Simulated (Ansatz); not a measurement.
**Ag-Os-Ag stack of (111) layers: electron–phonon coupling and resistivity**

Aim: how strongly do electrons couple to phonons in Ag-Os-Ag stack of (111) layers, and what resistivity does that give?

Method: DFT PBE, scalar-relativistic, plane waves, PAW; PAW set soft_1, in Ansatz 0.2.0.

### 1. Set-up

The cell holds 3 atoms: 2 Ag and 1 Os. Cell: a = 2.709 Å, b = 2.709 Å, c = 15.425 Å, α = 90.0°, β = 90.0°, γ = 120.0°. Vacuum lies along c.

### 2. A first look on a coarse mesh

One cheap point first: pressure, gap and cost.

input.yaml reads:

```yaml
crystal:
  lattice:
    - [2.70946, 0.0, 0.0]
    - [-1.35473, 2.34646, 0.0]
    - [0.0, 0.0, 15.42453]
  atoms:
    - { symbol: Ag, position: [0.0, 0.0, 0.3565748] }
    - { symbol: Os, position: [0.33333333, 0.66666667, 0.5] }
    - { symbol: Ag, position: [0.66666667, 0.33333333, 0.6434252] }
  periodic: [true, true, false]
kpoints:
  mp_grid: { grid: [9, 9, 1] }
hamiltonian:
  xc: pbe
  pseudopotentials: { kind: paw, azcp: { folder: soft_1 } }
scf:
  occupations: { method: gaussian, width: 0.1 }
output:
  forces: true
  stress: true
  eigenvalues: true
```

Launch:

```
$ ansatz run input.yaml --threads 4 --pin off --max-ram 12288MiB --backend cpu --events-out ev --progress --plain --runs-dir out
```

Numbers of over 12 decimals in the logs are rounded to 6 here.

Output:

```text
[the first part of the log is left out]
E sigma→0 (E₀):  -26564.437923 eV
Entropy (-TS):   -0.013787 eV (-4.596 meV/atom)
Fermi energy:    -5.075188 eV
--- Per-component energies (eV) ---
  E_band       = -1873.042221
  E_kinetic    = 1431.852926
  E_local      = -252846.435907  (includes V_loc(G=0)·N_el)
  E_nonlocal   = 261.271475
  E_hartree    = 125590.477314
  E_xc         = -553.037378
  E_vxc        = -650.338322  (∫ρ·V_xc dr)
  E_paw        = -16958.217144  (= ΣΔE_a)
  E_vpaw       = -1250.313739  (= ΣTr[D̂ρ^β])
  E_aug_tail   = 0.001219  (compensation charges beyond the density's cutoff)
  E_ewald      = 116509.656467
  E_smearing   = -0.013787  (= −TS)
  E_closure    = -0.000000  (closes the sum)
  Σ components = -26564.444817   (vs F -26564.444817, Δ=0.00e0)
--- Forces (eV/Å), atoms counted from 1 ---
  atom   1  Ag    -0.00000000     0.00000000    -1.67354146
  atom   2  Os    -0.00000000     0.00000000     0.00000000
  atom   3  Ag     0.00000000    -0.00000000     1.67354146
  max |Σ_I F_I| component: 3.70e-17 eV/Å
--- 2D stress c σ (N/m, compression-positive) ---
       12.705533       0.000000       0.000000
        0.000000      12.705533       0.000000
        0.000000       0.000000       0.000000
  P = ½ c Tr σ = 12.7055 N/m
--- Band table (eV; the first three rows and the last of 12) ---
  k-point 0: bands = ["-97.0997", "-97.0996", "-90.9907", "-60.5566", "-60.5537", "-60.4504", "-60.4504", "-60.4504", "-60.4504", "-50.4689", "-49.9570", "-49.9570", "-14.1000", "-12.0693", "-12.0495", "-9.9481", "-9.9481", "-9.8787", "-9.8787", "-9.5117", "-9.0980", "-8.8028", "-8.8028", "-8.4857", "-8.4857", "-6.7165", "-6.7165", "-6.0712", "-4.7038", "-3.9757", "-3.9757", "-0.3580", "-0.1936"]
  k-point 1: bands = ["-97.0963", "-97.0962", "-90.9830", "-60.5525", "-60.5499", "-60.4812", "-60.4811", "-60.4580", "-60.4580", "-50.4557", "-50.0556", "-49.9802", "-13.6468", "-11.7379", "-11.6940", "-10.1164", "-10.0484", "-9.7172", "-9.6442", "-9.6004", "-9.1295", "-9.0643", "-8.8014", "-8.7053", "-8.5575", "-7.0486", "-6.3399", "-5.4932", "-5.2154", "-4.0592", "-2.8615", "-0.0393", "0.1818"]
  k-point 2: bands = ["-97.0876", "-97.0876", "-90.9637", "-60.5593", "-60.5588", "-60.5417", "-60.5402", "-60.4772", "-60.4772", "-50.4223", "-50.3004", "-50.0386", "-12.5925", "-11.3194", "-11.0769", "-10.4234", "-10.1416", "-9.8144", "-9.6053", "-9.2632", "-9.1441", "-9.0145", "-8.8364", "-8.6961", "-8.4519", "-7.2080", "-5.5649", "-5.2055", "-4.2688", "-4.1191", "-1.1995", "0.8945", "1.2848"]
  k-point 11: bands = ["-97.0668", "-97.0668", "-90.9170", "-60.6349", "-60.6340", "-60.6333", "-60.6333", "-60.5170", "-60.5170", "-50.5275", "-50.5275", "-50.3414", "-11.0353", "-10.8294", "-10.8294", "-10.1178", "-9.9521", "-9.9521", "-9.7648", "-9.7579", "-9.7281", "-9.7281", "-6.9112", "-6.9112", "-6.6079", "-6.6079", "-4.7450", "0.5685", "0.8006", "1.0164", "1.0164", "2.4538", "2.4538"]
```

Run time: 2.6 s. Hardware: 4 threads of Arm Neoverse V1, shared host; peak memory 0.54 GiB; 7.8 s of CPU time.

This step gave:

- metallic on mesh: yes
- gap on the k-mesh: 0 eV

### 3. Rough relaxation

The start is far from rest, so a relaxation with loose thresholds does the first part.

Changes to input.yaml since step 2:

```diff
@@ -21 +21,6 @@
   eigenvalues: true
+relax:
+  adjacent_minimum: "off"
+  f_tol: 0.05
+  max_steps: 80
+  cell: { stress_2d_tol: 0.02 }
```

Output:

```text
Warning: crystal.periodic: the lattice vector that does not repeat stood 0.000° off the slab's normal, 15.425 Å along it as the deck builds it. The run solves the slab on a vector along the normal, 32.649 Å long, with every atom where it was (on the deck's vector they left 11.00 Å outside them, and the widest stretch free of ions among them is 2.21 Å). A fractional position that the run reports is one of the run's ce [...]
[...]
crystal.periodic: the lattice vector that does not repeat stood 0.000° off the slab's normal, 15.425 Å along it as the deck builds it. The run solves the slab on a vector along the normal, 32.649 Å long, with every atom where it was (on the deck's vector they left 11.00 Å outside them, and the widest stretch free of ions among them is 2.21 Å). A fractional position that the run reports is one of the run's cell, which [...]
[...]
Crystal: 3 atoms, lattice volume = 207.571 Å³
Basis set: ecut = 420 eV, 4099 PW (Γ), exchange–correlation on 40×40×450 points (8 copies of the dense FFT grid, shifted against one another)
Bands: 33, of which v1, the nominal top of the filled ones, is band 27 counted from 1 (26 counted from 0)
Symmetry: 12 space group operations
[...]
k-points: 12 of 81
[...]
SCF iter   1: F=—  HF=-26566.516998 eV  |F-HF|=—  |Δ(HF+E_count)|=         —  Δρ=5.25e-2  dr2=2.15e1  ethr=3.10e-3  ⟨swp⟩=16.4  Hψ=3271  notcnv=0
[...]
SCF iter  12: F=-26564.444817 eV  HF=-26564.444817 eV  |F-HF|=1.10e-8  |Δ(HF+E_count)|=   5.11e-8  Δρ=3.15e-6  dr2=2.29e-8  ethr=1.61e-10  ⟨swp⟩=7.9  Hψ=2062  notcnv=0
SCF 1 converged in 12 iterations: F = -26564.444817 eV  dr2 = 2.29e-8
[...]
relax step   1: F+E_penalty+E_count = -26564.44481687 eV  Δ(F+E_penalty+E_count) = +0.000e0 eV  max|allowed force component| = 1.673e0 eV/Å  Δτ_max = 0.0000 Å  P = +12.705 N/m  Ω = 207.571 Å³  fix = [c, alpha, beta]  reactions: c +0.000 N/m  (12 SCF iters, dr2 threshold 1.00e-7 eV, accepted)
Crystal: 3 atoms, lattice volume = 214.903 Å³
Basis set: ecut = 420 eV, 4195 PW (Γ), exchange–correlation on 40×40×450 points (8 copies of the dense FFT grid, shifted against one another)
[...]
iter 1 solved again at ethr=4.90e-4 eV; its pass at ethr=3.10e-3 eV (dr2=2.65e-1 eV) is discarded
[...]
SCF iter   8: F=-26564.836578 eV  HF=-26564.836578 eV  |F-HF|=1.21e-8  |Δ(HF+E_count)|=   8.31e-8  Δρ=4.40e-6  dr2=4.09e-8  ethr=5.56e-10  ⟨swp⟩=17.9  Hψ=2631  notcnv=0
SCF 2 converged in 8 iterations: F = -26564.836578 eV  dr2 = 4.09e-8
relax step   2: F+E_penalty+E_count = -26564.83657823 eV  Δ(F+E_penalty+E_count) = -3.918e-1 eV  max|allowed force component| = 1.371e-1 eV/Å  Δτ_max = 0.1945 Å  P = -0.678 N/m  Ω = 214.903 Å³  energy of the carried Pulay correction = -1.457e-3 eV  fix = [c, alpha, beta]  reactions: c -0.000 N/m  (8 SCF iters, dr2 threshold 3.00e-7 eV, accepted)
Crystal: 3 atoms, lattice volume = 213.858 Å³
Basis set: ecut = 420 eV, 4183 PW (Γ), exchange–correlation on 40×40×450 points (8 copies of the dense FFT grid, shifted against one another)
[...]
SCF iter   5: F=-26564.842334 eV  HF=-26564.842333 eV  |F-HF|=3.35e-7  |Δ(HF+E_count)|=   1.86e-6  Δρ=9.16e-6  dr2=1.22e-7  ethr=5.56e-10  ⟨swp⟩=11.8  Hψ=3027  notcnv=0
SCF 3 converged in 5 iterations: F = -26564.842334 eV  dr2 = 1.22e-7
relax step   3: F+E_penalty+E_count = -26564.84233383 eV  Δ(F+E_penalty+E_count) = -5.756e-3 eV  max|allowed force component| = 6.163e-2 eV/Å  Δτ_max = 0.0228 Å  P = -0.357 N/m  Ω = 213.858 Å³  energy of the carried Pulay correction = -1.252e-3 eV  fix = [c, alpha, beta]  reactions: c -0.000 N/m  (5 SCF iters, dr2 threshold 3.00e-7 eV, accepted)
[...]
relax step   4: F+E_penalty+E_count = -26564.84405556 eV  Δ(F+E_penalty+E_count) = -1.722e-3 eV  max|allowed force component| = 2.689e-3 eV/Å  Δτ_max = 0.0190 Å  P = -0.043 N/m  Ω = 212.981 Å³  energy of the carried Pulay correction = -1.080e-3 eV  fix = [c, alpha, beta]  reactions: c -0.000 N/m  (5 SCF iters, dr2 threshold 2.37e-7 eV, accepted)
[...]
relax step   5: F+E_penalty+E_count = -26564.84407662 eV  Δ(F+E_penalty+E_count) = -2.107e-5 eV  max|allowed force component| = 4.679e-5 eV/Å  Δτ_max = 0.0011 Å  P = -0.001 N/m  Ω = 212.905 Å³  energy of the carried Pulay correction = -1.065e-3 eV  fix = [c, alpha, beta]  reactions: c -0.000 N/m  (6 SCF iters, dr2 threshold 2.20e-9 eV, accepted)
[...]
relax step   6: F+E_penalty+E_count = -26564.84493392 eV  Δ(F+E_penalty+E_count) = -8.573e-4 eV  max|allowed force component| = 1.413e-4 eV/Å  Δτ_max = 0.0000 Å  P = -0.031 N/m  Ω = 212.905 Å³  fix = [c, alpha, beta]  reactions: c -0.000 N/m  stress off target by 3.10e-2 N/m on what of the cell is left free  SCF on the basis re-selected at this cell (its energy is not comparable with the rows above)  (7 SCF iters)
[...]
relax step   7: F+E_penalty+E_count = -26564.84494121 eV  Δ(F+E_penalty+E_count) = -7.291e-6 eV  max|allowed force component| = 1.119e-4 eV/Å  Δτ_max = 0.0002 Å  P = -0.002 N/m  Ω = 212.866 Å³  energy of the carried Pulay correction = +6.115e-6 eV  fix = [c, alpha, beta]  reactions: c -0.000 N/m  (4 SCF iters, dr2 threshold 1.16e-9 eV, accepted)
[...]
SCF iter  10: F=-26564.844939 eV  HF=-26564.844939 eV  |F-HF|=0.00e0  |Δ(HF+E_count)|=  8.00e-11  Δρ=1.24e-8  dr2=3.16e-13  ethr=1.00e-12  ⟨swp⟩=7.2  Hψ=1837  notcnv=0
SCF 8 converged in 10 iterations: F = -26564.844939 eV  dr2 = 3.16e-13
relax step   8: F+E_penalty+E_count = -26564.84493917 eV  Δ(F+E_penalty+E_count) = +2.042e-6 eV  max|allowed force component| = 1.136e-4 eV/Å  Δτ_max = 0.0000 Å  P = -0.002 N/m  Ω = 212.866 Å³  fix = [c, alpha, beta]  reactions: c -0.000 N/m  stress off target by 1.59e-3 N/m on what of the cell is left free  SCF on the basis re-selected at this cell (its energy is not comparable with the rows above)  (10 SCF iters)
basis re-selected at this cell: Δ(F+E_penalty+E_count) = +2.042e-6 eV, ΔP = +0.000 N/m vs the last step (what re-selecting the basis moved, of the pressure what is left beyond the Pulay correction that the steps carried, after the strain that the cell walked since its last selection, with what the two solves' SCF thresholds leave and, on support functions, any second-order correction that the steps lacked; it is no m [...]
SCF converged after 10 iterations
Free energy (F): -26564.844939 eV
[...]
Internal energy: -26564.832510 eV  (E = F + TS)
E sigma→0 (E₀):  -26564.838725 eV
Entropy (-TS):   -0.012429 eV (-4.143 meV/atom)
Fermi energy:    -4.990486 eV
[...]
--- Forces (eV/Å), atoms counted from 1 ---
  atom   1  Ag     0.00000000     0.00000000     0.00011356
  atom   2  Os     0.00000000     0.00000000     0.00000000
  atom   3  Ag     0.00000000    -0.00000000    -0.00011356
  max |Σ_I F_I| component: 0.00e0 eV/Å
--- 2D stress c σ (N/m, compression-positive) ---
       -0.001594      -0.000000       0.000000
        0.000000      -0.001594      -0.000000
        0.000000      -0.000000      -0.000000
  P = ½ c Tr σ = -0.0016 N/m
--- Band table (eV; the first three rows and the last of 12) ---
  k-point 0: bands = [... 23 lower, -8.0332, -8.0332, -6.5433, -6.5433, -6.0143, -4.7668, -3.8465, -3.8465, ... 2 higher]
  k-point 1: bands = [... 23 lower, -8.1763, -8.0892, -6.8549, -6.1559, -5.4876, -5.1104, -3.9461, -3.0565, ... 2 higher]
  k-point 2: bands = [... 23 lower, -8.2665, -8.2120, -7.0440, -5.5092, -5.0325, -4.3754, -4.1898, -1.5458, ... 2 higher]
  k-point 11: bands = [... 23 lower, -6.8412, -6.5543, -6.5543, -4.8583, 0.6122, 0.7712, 1.0191, 1.0191, ... 2 higher]
--- Relaxed structure (6 steps of the walk, 6 accepted, 2 SCFs on fresh bases) ---
  F+E_penalty+E_count = -26564.84493917 eV   max|allowed force component| = 1.136e-4 eV/Å   (the final SCF, on the basis selected at the relaxed cell)
  cell:  # Å, volume = 212.8659 Å³
    - [2.743799, 0, 0]
    - [-1.371900, 2.376200, 0]
    - [0, 0, 32.649065200624]
  atoms:
    - { symbol: Ag, position: [-1.1239938955397255e-17, 0, 0.161182] }
    - { symbol: Os, position: [0.333333, 0.666667, 0.236217] }
    - { symbol: Ag, position: [0.666667, 0.333333, 0.311252] }
```

It took 14 s on 4 threads; peak memory 0.57 GiB; 52 s of CPU time.

Relaxation path:

| step | energy less that of the first step (eV) | largest force component (eV/Å) | volume (Å³) |
| --- | --- | --- | --- |
| 1 | 0.0000 | 1.6735 | 207.57 |
| 2 | -0.3918 | 0.1371 | 214.90 |
| 3 | -0.3975 | 0.0616 | 213.86 |
| 4 | -0.3992 | 0.0027 | 212.98 |
| 5 | -0.3993 | 0.0000 | 212.91 |
| 6* | -0.4001 | 0.0001 | 212.91 |
| 7 | -0.4001 | 0.0001 | 212.87 |
| 8* | -0.4001 | 0.0001 | 212.87 |

Relaxation steps marked * repeat the geometry before them on a plane-wave basis chosen anew for their cell, so energy and pressure can jump there.

The run keeps the 12 symmetry operations that it works with, so distortions that break them were not tested.

| cell as run | before | after | change |
| --- | --- | --- | --- |
| a (Å) | 2.709 | 2.744 | +1.3 % |
| b (Å) | 2.709 | 2.744 | +1.3 % |

The atoms that moved most (Å, along periodic axes as changes of fractional coordinates times the final cell, across vacuum about the mean position):

| atom | dx | dy | dz | length |
| --- | --- | --- | --- | --- |
| Ag3 | 0.000 | 0.000 | 0.238 | 0.238 |
| Ag1 | 0.000 | 0.000 | -0.238 | 0.238 |

The relaxed structure:

```cif
data_structure
_symmetry_space_group_name_H-M 'P 1'
_symmetry_Int_Tables_number 1
_cell_length_a 2.7438
_cell_length_b 2.7438
_cell_length_c 32.6491
_cell_angle_alpha 90.000
_cell_angle_beta 90.000
_cell_angle_gamma 120.000
_cell_volume 212.87
loop_
_atom_site_label
_atom_site_type_symbol
_atom_site_fract_x
_atom_site_fract_y
_atom_site_fract_z
_atom_site_occupancy
Ag1 Ag 0.00000 0.00000 0.16118 1
Os2 Os 0.33333 0.66667 0.23622 1
Ag3 Ag 0.66667 0.33333 0.31125 1
```

The relaxation ends with a largest force component of 1.1e-4 eV/Å.

### 4. Relaxation

The structure is brought to rest under this functional.

input.yaml, the sections that differ from step 3:

```yaml
crystal:
  lattice:
    - [2.7437994899, 0.0, 0.0]
    - [-1.371899745, 2.3762000612, 0.0]
    - [0.0, 0.0, 32.6490652006]
  atoms:
    - { symbol: Ag, position: [0.0, 0.0, 0.1611820164] }
    - { symbol: Os, position: [0.3333333333, 0.6666666667, 0.2362170234] }
    - { symbol: Ag, position: [0.6666666667, 0.3333333333, 0.3112520305] }
  periodic: [true, true, false]
kpoints:
  mp_grid: { grid: [12, 12, 1] }
relax:
  adjacent_minimum: "off"
  f_tol: 0.005
  max_steps: 80
  cell: { stress_2d_tol: 0.02 }
# hamiltonian, scf, output: as in step 3
```

Output:

```text
[the first part of the log is left out]
  E_vxc        = -645.660003  (∫ρ·V_xc dr)
  E_paw        = -16958.365645  (= ΣΔE_a)
  E_vpaw       = -1250.737864  (= ΣTr[D̂ρ^β])
  E_aug_tail   = 0.001221  (compensation charges beyond the density's cutoff)
  E_ewald      = 109016.996200
  E_smearing   = -0.018227  (= −TS)
  E_closure    = -0.000000  (closes the sum)
  Σ components = -26564.806447   (vs F -26564.806447, Δ=0.00e0)
--- Forces (eV/Å), atoms counted from 1 ---
  atom   1  Ag     0.00000000     0.00000000     0.00021325
[...]
-0.000000       0.000000      -0.000000
  P = ½ c Tr σ = -0.0135 N/m
--- Band table (eV; the first three rows and the last of 19) ---
[...]
--- Relaxed structure (3 steps of the walk, 2 accepted, 1 SCFs on fresh bases) ---
[...]
cell:  # Å, volume = 212.8251 Å³
    - [2.743537, 2.8864620868072053e-11, 0]
    - [-1.371768, 2.375972, 0]
    - [0, 0, 32.6490652006]
  atoms:
    - { symbol: Ag, position: [-2.7165189019312093e-19, 0, 0.161004] }
    - { symbol: Os, position: [0.333333, 0.666667, 0.236217] }
    - { symbol: Ag, position: [0.666667, 0.333333, 0.311430] }
```

Wall time 12 s (4 threads); peak memory 0.59 GiB; 45 s of CPU time.

Relaxation path:

| step | energy less that of the first step (eV) | largest force component (eV/Å) | volume (Å³) |
| --- | --- | --- | --- |
| 1 | 0.0000 | 0.0197 | 212.87 |
| 2 | 0.0001 | 0.0276 | 212.96 |
| 3 | -0.0001 | 0.0002 | 212.83 |
| 4 | -0.0001 | 0.0002 | 212.83 |

The log counts 1 steps on a newly chosen plane-wave basis, not all of them marked here; energy and pressure can jump at such steps. Relaxation step 2 was tried and not accepted.

| cell as run | before | after | change |
| --- | --- | --- | --- |
| a (Å) | 2.744 | 2.744 | -0.0 % |
| b (Å) | 2.744 | 2.744 | -0.0 % |

Final coordinates:

```cif
data_structure
_symmetry_space_group_name_H-M 'P 1'
_symmetry_Int_Tables_number 1
_cell_length_a 2.7435
_cell_length_b 2.7435
_cell_length_c 32.6491
_cell_angle_alpha 90.000
_cell_angle_beta 90.000
_cell_angle_gamma 120.000
_cell_volume 212.83
loop_
_atom_site_label
_atom_site_type_symbol
_atom_site_fract_x
_atom_site_fract_y
_atom_site_fract_z
_atom_site_occupancy
Ag1 Ag 0.00000 0.00000 0.16100 1
Os2 Os 0.33333 0.66667 0.23622 1
Ag3 Ag 0.66667 0.33333 0.31143 1
```

### 5. Relaxing tightly for phonons

Phonons are second derivatives about the minimum, so the remaining forces must be small: the thresholds are tightened.

input.yaml, the sections that differ from step 4:

```yaml
crystal:
  lattice:
    - [2.743536623, 0.0, 0.0]
    - [-1.3717683115, 2.3759724117, 0.0]
    - [0.0, 0.0, 32.6490652006]
  atoms:
    - { symbol: Ag, position: [0.0, 0.0, 0.1610039365] }
    - { symbol: Os, position: [0.3333333333, 0.6666666667, 0.2362170234] }
    - { symbol: Ag, position: [0.6666666667, 0.3333333333, 0.3114301103] }
  periodic: [true, true, false]
scf:
  occupations: { method: methfessel_paxton, width: 0.2 }
relax:
  adjacent_minimum: "off"
  f_tol: 0.001
  max_steps: 60
  cell: { stress_2d_tol: 0.002 }
# kpoints, hamiltonian, output: as in step 4
```

Output:

```text
[the first part of the log is left out]
  E_vxc        = -645.667126  (∫ρ·V_xc dr)
  E_paw        = -16958.374021  (= ΣΔE_a)
  E_vpaw       = -1250.756252  (= ΣTr[D̂ρ^β])
  E_aug_tail   = 0.001221  (compensation charges beyond the density's cutoff)
  E_ewald      = 109054.030448
  E_smearing   = -0.004151  (= −TS)
  E_closure    = 0.000000  (closes the sum)
  Σ components = -26564.800904   (vs F -26564.800904, Δ=0.00e0)
--- Forces (eV/Å), atoms counted from 1 ---
  atom   1  Ag     0.00000000     0.00000000    -0.00004704
[...]
0.000000      -0.001649      -0.000000
       -0.000000      -0.000000      -0.000000
  P = ½ c Tr σ = -0.0016 N/m
--- Band table (eV; the first three rows and the last of 19) ---
[...]
--- Relaxed structure (4 steps of the walk, 4 accepted, 1 SCFs on fresh bases) ---
[...]
cell:  # Å, volume = 212.6861 Å³
    - [2.742640, 0.0, 0]
    - [-1.371320, 2.375196, 0]
    - [0, 0, 32.6490652006]
  atoms:
    - { symbol: Ag, position: [0, 0, 0.160941] }
    - { symbol: Os, position: [0.333333, 0.666667, 0.2362170234] }
    - { symbol: Ag, position: [0.666667, 0.333333, 0.311493] }
```

Elapsed: 13 s, on 4 threads; peak memory 0.59 GiB.

Little changed from the start: no atom moved by 0.005 Å and no cell edge by 0.1 %.

[end of part 1 of 5]

[Logs are printed without paths, hosts, clocks, repeated set-up lines and the standing remarks that a program may print on its own settings, such as how far it seeks lower states.]

[Hosts, paths, dates, database ids (printed as entryN), source tags and the programs' standing remarks are cut or masked in the printed files.]
